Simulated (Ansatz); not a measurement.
Level of theory: DFT PBE, scalar-relativistic, plane waves, PAW in Ansatz. Settings: cutoff 420 eV, Γ-centred meshes spaced at most about 0.3 Å⁻¹ (2π included), Gaussian smearing. No spin polarisation in the final relaxations.

These are static total energies at zero pressure.

Two relaxed structures of LiF:

1.

```yaml
crystal:
  lattice:
    - [0.00000, 2.74743, 4.86278]
    - [1.41783, 0.00000, 4.86278]
    - [1.41783, 2.74743, 0.00000]
  atoms:
    - { symbol: Li, position: [0.81634, 0.81634, 0.18366] }
    - { symbol: Li, position: [0.06634, 0.06634, 0.43366] }
    - { symbol: F, position: [0.18366, 0.18366, 0.81634] }
    - { symbol: F, position: [0.43366, 0.43366, 0.06634] }
```

2.

```yaml
crystal:
  lattice:
    - [0.00000, 2.03400, 2.03400]
    - [2.03400, 0.00000, 2.03400]
    - [2.03400, 2.03400, 0.00000]
  atoms:
    - { symbol: Li, position: [0.50000, 0.50000, 0.50000] }
    - { symbol: F, position: [0.00000, 0.00000, 0.00000] }
```

**Question.** Which form is favoured at zero pressure, and by what margin per atom?

**Answer.** Cell 2 is lower, by 49 meV/atom. Cell 1 has space group Fdd2 (No. 43), 9.5 Å³/atom and a gap of 7.80 eV on its mesh; cell 2 has the rock salt type, space group Fm-3m (No. 225), 8.4 Å³/atom and a gap of 8.83 eV. Counting F atoms around Li (those within 1.25 times the shortest such distance or 1.15 times the sum of covalent radii), cell 1 has Li 4 and cell 2 has Li 6. The denser one is the lower, and pressure would at first widen the difference. Both come from invented guesses. The part of the Crystallography Open Database at hand lists LiF in space group No. 225; sharing a group (Fm-3m) doesn't make a cell the listed structure.

Kohn–Sham gaps at this level usually fall short of measured ones. Cells relaxed within their symmetry can be saddle points. The Fm-3m cell of LiF came from shaking the Fdd2 one.
